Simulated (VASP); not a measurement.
# Ti3C (P6_322) in VASP: further runs

The runs below take Ti3C through relaxation of cell and atoms, with PBE.

All numbers are computed with VASP 6.6.1; they aren't measurements. Logs are shortened: lines on timing, memory, paths and dates and some standing lists are left out, and cuts for length are marked.

## (1) Starting point

The structure is hexagonal, space group P6_322 (No. 182). Conventional cell: a = 5.110 Å, b = 5.110 Å, c = 4.670 Å, α = 90.00°, β = 90.00°, γ = 120.00°. Around Ti (site symmetry 2) lie 2 C at 2.07 Å. C (site symmetry 32) has 6 Ti at 2.07 Å as nearest neighbours.

The cell was built by a generator and needn't be a form met in nature.

## (2) Relaxation of cell and atoms, PBE

The input, INCAR:

```
  PREC = Normal
  ENCUT = 520
  EDIFF = 1E-4
  ISMEAR = 0
  SIGMA = 0.15
  LREAL = F
  LASPH = T
  NELM = 60
  ALGO = Fast
  ISIF = 3
  LWAVE = F
  LCHARG = F
  GGA = PE
  IBRION = 2
  NSW = 24
  EDIFFG = -0.08
```

The input, KPOINTS:

```
Automatic mesh
0
Gamma
  4 4 4
```

The input, POSCAR:

```
Ti3C
1.0
    5.1100000000      0.0000000000      0.0000000000
   -2.5550000000      4.4253898100      0.0000000000
    0.0000000000      0.0000000000      4.6700000000
Ti C
6 2
Direct
    0.0000000000      0.6669500100      0.5000000000
    0.6669500100      0.6669500100      0.0000000000
    0.6669500100      0.0000000000      0.5000000000
    0.0000000000      0.3330499900      0.0000000000
    0.3330499900      0.3330499900      0.5000000000
    0.3330499900      0.0000000000      0.0000000000
    0.6666666700      0.3333333300      0.7500000000
    0.3333333300      0.6666666700      0.2500000000
```

Potentials or basis: VASP PAW PBE potentials, release 64 (Ti_sv, C).

Command:

```
cat potpaw_PBE.64/Ti_sv/POTCAR potpaw_PBE.64/C/POTCAR > POTCAR
mpirun -np 1 vasp_std > vasp.out
```

OUTCAR:

```text
PREC = Normal
   ENCUT = 520
   EDIFF = 1E-4
   ISMEAR = 0
   LREAL = F
   LASPH = T
   NELM = 60
   ISIF = 3
   GGA = PE
   IBRION = 2
   NSW = 24
   EDIFFG = -0.08

 ion  position               nearest neighbor table
   1  0.000  0.667  0.500-   8 2.07   7 2.07   6 2.89   6 2.89   2 2.89   2 2.89   4 2.89   4 2.89

   2  0.667  0.667  0.000-   7 2.07   8 2.07   3 2.89   3 2.89   1 2.89   1 2.89   5 2.89   5 2.89

   3  0.667  0.000  0.500-   7 2.07   8 2.07   2 2.89   4 2.89   2 2.89   4 2.89   6 2.89   6 2.89

   4  0.000  0.333  0.000-   7 2.07   8 2.07   3 2.89   3 2.89   5 2.89   5 2.89   1 2.89   1 2.89

   5  0.333  0.333  0.500-   8 2.07   7 2.07   6 2.89   6 2.89   4 2.89   4 2.89   2 2.89   2 2.89

   6  0.333  0.000  0.000-   8 2.07   7 2.07   1 2.89   5 2.89   1 2.89   5 2.89   3 2.89   3 2.89

   7  0.667  0.333  0.750-   3 2.07   4 2.07   1 2.07   6 2.07   2 2.07   5 2.07
   8  0.333  0.667  0.250-   6 2.07   1 2.07   4 2.07   3 2.07   5 2.07   2 2.07

  LATTYP: Found a hexagonal cell.
 ALAT       =     5.1100000000
 C/A-ratio  =     0.9138943249

  Lattice vectors:

 A1 = (   5.1100000000,   0.0000000000,   0.0000000000)
 A2 = (  -2.5550000000,   4.4253898100,   0.0000000000)
 A3 = (   0.0000000000,   0.0000000000,   4.6700000000)

Analysis of symmetry for initial positions (statically):
=====================================================================
 Subroutine PRICEL returns:
 Original cell was already a primitive cell.

 Routine SETGRP: Setting up the symmetry group for a
 hexagonal supercell.

 Subroutine GETGRP returns: Found 12 space group operations
 (whereof  6 operations were pure point group operations)
 out of a pool of 24 trial point group operations.

The static configuration has the point symmetry D_3 .
 The point group associated with its full space group is D_6 .

Analysis of symmetry for dynamics (positions and initial velocities):
=====================================================================
 Subroutine PRICEL returns:
 Original cell was already a primitive cell.

 Routine SETGRP: Setting up the symmetry group for a
 hexagonal supercell.

 Subroutine GETGRP returns: Found 12 space group operations
 (whereof  6 operations were pure point group operations)
 out of a pool of 24 trial point group operations.

The dynamic configuration has the point symmetry D_3 .
 The point group associated with its full space group is D_6 .

 Subroutine INISYM returns: Found 12 space group operations
 (whereof  6 operations are pure point group operations),
 and found     1 'primitive' translations

----------------------------------------------------------------------------------------

                                     Primitive cell

  volume of cell :     105.6062

  direct lattice vectors                    reciprocal lattice vectors
     5.110000000  0.000000000  0.000000000     0.195694716  0.112984397  0.000000000
    -2.555000000  4.425389810  0.000000000     0.000000000  0.225968794  0.000000000
     0.000000000  0.000000000  4.670000000     0.000000000  0.000000000  0.214132762

  length of vectors
     5.110000000  5.109999997  4.670000000     0.225968794  0.225968794  0.214132762

  position of ions in fractional coordinates (direct lattice)
     0.000000000  0.666950010  0.500000000
     0.666950010  0.666950010  0.000000000
     0.666950010  0.000000000  0.500000000
     0.000000000  0.333049990  0.000000000
     0.333049990  0.333049990  0.500000000
     0.333049990  0.000000000  0.000000000
     0.666666670  0.333333330  0.750000000
     0.333333330  0.666666670  0.250000000

  ion indices of the primitive-cell ions
   primitive index   ion index
                 1           1
                 2           2
                 3           3
                 4           4
                 5           5
                 6           6
                 7           7
                 8           8

----------------------------------------------------------------------------------------

 KPOINTS: Automatic mesh

Automatic generation of k-mesh.
 Grid dimensions read from file:
 generate k-points for:    4    4    4

 Generating k-lattice:

  Cartesian coordinates                     Fractional coordinates (reciprocal lattice)
     0.048923679  0.028246099  0.000000000     0.250000000  0.000000000  0.000000000
     0.000000000  0.056492199  0.000000000     0.000000000  0.250000000  0.000000000
     0.000000000  0.000000000  0.053533191     0.000000000  0.000000000  0.250000000

  Length of vectors
     0.056492199  0.056492199  0.053533191

  Shift w.r.t. Gamma in fractional coordinates (k-lattice)
     0.000000000  0.000000000  0.000000000

 Subroutine IBZKPT returns following result:
 ===========================================

 Found     12 irreducible k-points:

 Following reciprocal coordinates:
            Coordinates               Weight
  0.000000  0.000000  0.000000      1.000000
  0.250000 -0.000000  0.000000      6.000000
  0.500000 -0.000000  0.000000      3.000000
  0.250000  0.250000  0.000000      6.000000
  0.000000  0.000000  0.250000      2.000000
  0.250000 -0.000000  0.250000     12.000000
  0.500000 -0.000000  0.250000      6.000000
  0.250000  0.250000  0.250000     12.000000
  0.000000  0.000000  0.500000      1.000000
  0.250000 -0.000000  0.500000      6.000000
  0.500000 -0.000000  0.500000      3.000000
  0.250000  0.250000  0.500000      6.000000
   k-points           NKPTS =     12   k-points in BZ     NKDIM =     12   number of bands    NBANDS=     48
   number of dos      NEDOS =    301   number of ions     NIONS =      8
   total plane-waves  NPLWV =  25200
   dimension x,y,z NGX =    30 NGY =   30 NGZ =   28
   dimension x,y,z NGXF=    60 NGYF=   60 NGZF=   56
   ions per type =               6   2
   NGX,Y,Z   is equivalent  to a cutoff of   9.76,  9.76,  9.97 a.u.
   NGXF,Y,Z  is equivalent  to a cutoff of  19.52, 19.52, 19.94 a.u.
 SYSTEM =  unknown system
   PREC   = normal    normal or accurate (medium, high low for compatibility)
   ISTART =      0    job   : 0-new  1-cont  2-samecut
   ICHARG =      2    charge: 1-file 2-atom 10-const
   ISPIN  =      1    spin polarized calculation?
   LNONCOLLINEAR =      F non collinear calculations
   LSORBIT =      F    spin-orbit coupling
   LASPH  =      T    aspherical Exc in radial PAW
   ENCUT  =  520.0 eV  38.22 Ry    6.18 a.u.   9.50  9.50  8.68*2*pi/ulx,y,z
   NELM   =     60;   NELMIN=  2; NELMDL= -5     # of ELM steps
   EDIFF  = 0.1E-03   stopping-criterion for ELM
   LREAL  =      F    real-space projection
   EDIFFG = -.8E-01   stopping-criterion for IOM
   NSW    =     24    number of steps for IOM
   IBRION =      2    ionic relax: 0-MD 1-quasi-New 2-CG
   NFREE  =      1    steps in history (QN), initial steepest desc. (CG)
   ISIF   =      3    stress and relaxation
   ISYM   =      2    0-nonsym 1-usesym 2-fastsym
   POTIM  = 0.5000    time-step for ionic-motion
   TEBEG  =    0.0;   TEEND  =   0.0 temperature during run
   PSTRESS=    0.0 pullay stress
   NELECT =      80.0000    total number of electrons
   NUPDOWN=      -1.0000    fix difference up-down
   EMIN   =  10.00;   EMAX   =-10.00  energy-range for DOS
   EFERMI =   0.00;   METHOD = LEGACY
   ISMEAR =     0;   SIGMA  =   0.15  broadening in eV -4-tet -1-fermi 0-gaus
   EFERMI_NEDOS =   21; number of points for ismear=-14 and -15
   IALGO  =     68    algorithm
   IMIX   =      4    mixing-type and parameters
     AMIX     =   0.40;   BMIX     =  1.00
     AMIX_MAG =   1.60;   BMIX_MAG =  1.00
  volume/ion in A,a.u.               =      13.20        89.08
  Fermi-wavevector in a.u.,A,eV,Ry     =   1.492365  2.820161 30.302260  2.227153
  Thomas-Fermi vector in A             =   2.604902
   LORBIT       =      0    0 simple, 1 ext, 2 COOP (PROOUT), +10 PAW based schemes
   GGA     = PE    functional components
   LHFCALC =     F    Hartree Fock is set to
   AEXX    =    0.0000 exact exchange contribution
   IVDW    =     0    specifies the selected vdW correction
   LEPSILON=     F    determine dielectric tensor
   LRPA    =     F    only Hartree local field effects (RPA)
 conjugate gradient relaxation of ions
 non-spin polarized calculation
 RMM-DIIS sequential band-by-band and
 Gauss-broadening in eV      SIGMA  =   0.15
  energy-cutoff  :      520.00
  volume of cell :      105.61
 maximum number of plane-waves:      2862
   NGX = 19   NGY = 19   NGZ = 17

--------------------------------------- Ionic step        1  -------------------------------------------

 number of electron      80.0000026 magnetization

 Free energy of the ion-electron system (eV)
  ---------------------------------------------------
  ext. energy  EPLUGINS =         0.00000000
  ---------------------------------------------------
  free energy    TOTEN  =       -68.16004693 eV

  energy without entropy =      -68.05582782  energy(sigma->0) =      -68.10793737

------------------------ aborting loop because EDIFF is reached ----------------------------------------

  FORCE on cell =-STRESS in cart. coord.  units (eV):
  Direction    XX          YY          ZZ          XY          YZ          ZX
  --------------------------------------------------------------------------------------
  -------------------------------------------------------------------------------------
  Total        9.4285639      9.4285639     13.8116086      0.0000000     -0.0000000      0.0000000
  in kB      143.0430689    143.0430687    209.5393206      0.0000000     -0.0000000      0.0000000
  external PRESSURE =     165.2084860 kB  Pullay stress =       0.0000000 kB
[... 29 lines left out ...]
--------------------------------------- Ionic step        2  -------------------------------------------

 number of electron      80.0000043 magnetization

------------------------ aborting loop EDIFF was not reached (unconverged)  ----------------------------

  FORCE on cell =-STRESS in cart. coord.  units (eV):
  Direction    XX          YY          ZZ          XY          YZ          ZX
  --------------------------------------------------------------------------------------
  -------------------------------------------------------------------------------------
  Total      -11.5469249    -11.5469248    -10.3330017     -0.0000000      0.0000000      0.0000000
  in kB     -144.7807044   -144.7807041   -129.5599720     -0.0000000      0.0000000      0.0000000
  external PRESSURE =    -139.7071268 kB  Pullay stress =       0.0000000 kB
[... 113 lines left out ...]
--------------------------------------- Ionic step        5  -------------------------------------------

 number of electron      79.9999946 magnetization

 Free energy of the ion-electron system (eV)
  ---------------------------------------------------
  ext. energy  EPLUGINS =         0.00000000
  ---------------------------------------------------
  free energy    TOTEN  =       -68.72154662 eV

  energy without entropy =      -68.61482872  energy(sigma->0) =      -68.66818767

 E-fermi :   7.9090     XC(G=0): -11.6406

 val. band max:        7.8877034898   @ k =   0.2500  -0.0000   0.0000
 cond. band min:       7.9114087442   @ k =   0.0000   0.0000   0.0000
 fundamental gap:      0.0237052544
 Fermi energy:         7.9090371296

 k-point     1 :       0.0000    0.0000    0.0000
  band No.  band energies     occupation
      1     -48.6926      2.00000
      2     -48.6128      2.00000
      3     -48.5923      2.00000
      4     -48.5923      2.00000
      5     -48.5845      2.00000
      6     -48.5845      2.00000
[... 636 lines left out ...]
  FREE ENERGIE OF THE ION-ELECTRON SYSTEM (eV)
  ---------------------------------------------------
  free  energy   TOTEN  =       -68.7215466175 eV

  energy  without entropy=      -68.6148287174  energy(sigma->0) =      -68.66818767

 reached required accuracy - stopping structural energy minimisation
```

It took 5.1 min on 1 thread of Intel Xeon Platinum 8488C (Sapphire Rapids), shared host; peak memory 0.19 GiB.

What came out:

```yaml
Free_energy: -68.7215 eV
Relaxed_volume: 14.52 Å³/atom
Relaxed_cell: a = 5.206 Å, b = 5.206 Å, c = 4.949 Å, α = 90.00°, β = 90.00°, γ = 120.00°
Space_group_after_relaxing_to_0.05_Å: P6_322 (No. 182)
Energy_gained_by_relaxing: 70.2 meV/atom
Ionic_steps: 5
Pressure_after_relaxing: -0.2 GPa
Largest_force_after_relaxing: 0.058 eV/Å
Band_gap_on_the_k_mesh: none (metal or under the smearing width)
```

Forces on the atoms (eV/Å):
```
Ti   0.029 -0.050  0.000
Ti  -0.029 -0.050  0.000
Ti  -0.058  0.000  0.000
Ti  -0.029  0.050  0.000
Ti   0.029  0.050  0.000
Ti   0.058  0.000  0.000
C    0.000  0.000  0.000
C    0.000  0.000  0.000
```

The path:
```tsv
step	energy change (eV)	largest force (eV/Å)	pressure (GPa)	volume (Å³)
1	0.0000	0.1520	16.52	105.61
2	0.0753	0.7864	-13.97	127.78
3	-0.4815	0.5038	-0.68	115.66
4	-0.5506	0.2132	-0.46	115.98
5	-0.5615	0.0577	-0.21	116.14
```

Final structure:
```yaml
crystal:
  lattice:
    - [5.20558, 0.00000, 0.00000]
    - [-2.60279, 4.50817, 0.00000]
    - [0.00000, 0.00000, 4.94883]
  atoms:
    - { symbol: Ti, position: [0.00000, 0.65973, 0.50000] }
    - { symbol: Ti, position: [0.65973, 0.65973, 0.00000] }
    - { symbol: Ti, position: [0.65973, 0.00000, 0.50000] }
    - { symbol: Ti, position: [0.00000, 0.34027, 0.00000] }
    - { symbol: Ti, position: [0.34027, 0.34027, 0.50000] }
    - { symbol: Ti, position: [0.34027, 0.00000, 0.00000] }
    - { symbol: C, position: [0.66667, 0.33333, 0.75000] }
    - { symbol: C, position: [0.33333, 0.66667, 0.25000] }
```

Levels at points of the mesh, in eV from the Fermi level:
```csv
k point,band 38,band 39,band 40,band 41,band 42,band 43
"(0.00, 0.00, 0.00)",-0.16,-0.16,0.00,0.27,0.84,0.90
"(0.50, 0.00, 0.00)",-0.52,-0.42,-0.21,-0.05,0.32,0.80
"(0.00, 0.00, 0.50)",-0.43,-0.08,-0.08,0.53,0.53,0.58
"(0.50, 0.00, 0.50)",-0.47,-0.27,-0.27,0.17,0.17,1.01
```

Caveat: the relaxation stopped at a loose force limit of 0.08 eV/Å, so its end isn't a converged minimum.

## (3) Relaxation of cell and atoms, PBE

This run uses another cell than the first one, of 18.20 Å³/atom, 1.379 times its volume.

INCAR is that of step 2.

KPOINTS is that of step 2.

The input, POSCAR:

```
Ti3C
1.0
    0.0000000000      4.1758064300      4.1758064300
    4.1758064300      0.0000000000      4.1758064300
    4.1758064300      4.1758064300      0.0000000000
Ti C
6 2
Direct
    0.7281905400      0.2718094600      0.7281905400
    0.2718094600      0.2718094600      0.7281905400
    0.2718094600      0.7281905400      0.2718094600
    0.2718094600      0.7281905400      0.7281905400
    0.7281905400      0.2718094600      0.2718094600
    0.7281905400      0.7281905400      0.2718094600
    0.5000000000      0.5000000000      0.5000000000
    0.0000000000      0.0000000000      0.0000000000
```

Potentials or basis: VASP PAW PBE potentials, release 64 (Ti_sv, C).

Command:

```
cat potpaw_PBE.64/Ti_sv/POTCAR potpaw_PBE.64/C/POTCAR > POTCAR
mpirun -np 1 vasp_std > vasp.out
```

Run time: 5.2 min. Hardware: 1 thread of Intel Xeon Platinum 8488C (Sapphire Rapids), shared host; peak memory 0.23 GiB.

The run converged. Its results:

```
Free energy                            : -63.2651 eV
Relaxed volume                         : 18.14 Å³/atom
Relaxed cell                           : a = 5.898 Å, b = 5.898 Å, c = 5.898 Å, α = 60.00°, β = 60.00°, γ = 60.00°
Space group after relaxing (to 0.05 Å) : Pm-3m (No. 221)
Energy gained by relaxing              : 247.8 meV/atom
Ionic steps                            : 7
Pressure after relaxing                : 0.3 GPa
Largest force after relaxing           : 0.009 eV/Å
Band gap on the k mesh                 : none (metal or under the smearing width)
```

Forces in eV/Å, atoms in the order of the input:
```
Ti   0.000 -0.009  0.000
Ti   0.000  0.000  0.009
Ti   0.000  0.009  0.000
Ti  -0.009  0.000  0.000
Ti   0.009  0.000  0.000
Ti   0.000  0.000 -0.009
C    0.000  0.000  0.000
C    0.000  0.000  0.000
```

The path:
```tsv
step	energy change (eV)	largest force (eV/Å)	pressure (GPa)	volume (Å³)
1	0.0000	4.4161	7.88	145.63
2	-1.1859	0.2068	-11.19	165.32
3	-1.6202	0.5818	-6.69	156.73
4	-1.9662	0.0333	2.15	142.94
5	-1.9775	0.1737	0.54	144.88
6	-1.9776	0.1153	0.55	144.65
7	-1.9827	0.0092	0.31	145.11
```

Final structure:
```yaml
crystal:
  lattice:
    - [0.00000, 4.17083, 4.17083]
    - [4.17083, 0.00000, 4.17083]
    - [4.17083, 4.17083, 0.00000]
  atoms:
    - { symbol: Ti, position: [0.74977, 0.25023, 0.74977] }
    - { symbol: Ti, position: [0.25023, 0.25023, 0.74977] }
    - { symbol: Ti, position: [0.25023, 0.74977, 0.25023] }
    - { symbol: Ti, position: [0.25023, 0.74977, 0.74977] }
    - { symbol: Ti, position: [0.74977, 0.25023, 0.25023] }
    - { symbol: Ti, position: [0.74977, 0.74977, 0.25023] }
    - { symbol: C, position: [0.50000, 0.50000, 0.50000] }
    - { symbol: C, position: [0.00000, 0.00000, 0.00000] }
```

Levels at points of the mesh, in eV from the Fermi level:
| k point | band 37 | band 38 | band 39 | band 40 | band 41 | band 42 | band 43 | band 44 |
| --- | --- | --- | --- | --- | --- | --- | --- | --- |
| (0.00, 0.00, 0.00) | -1.06 | -0.90 | -0.90 | 0.67 | 0.67 | 0.67 | 0.83 | 0.83 |
| (0.50, 0.00, 0.00) | -0.21 | -0.21 | -0.21 | -0.21 | 0.04 | 0.04 | 0.05 | 0.05 |
| (0.50, 0.50, 0.00) | -0.36 | -0.36 | -0.17 | -0.17 | 0.18 | 0.25 | 0.56 | 0.56 |

Caveat: the relaxation stopped at a loose force limit of 0.08 eV/Å, so its end isn't a converged minimum.

[end of part 1 of 2]
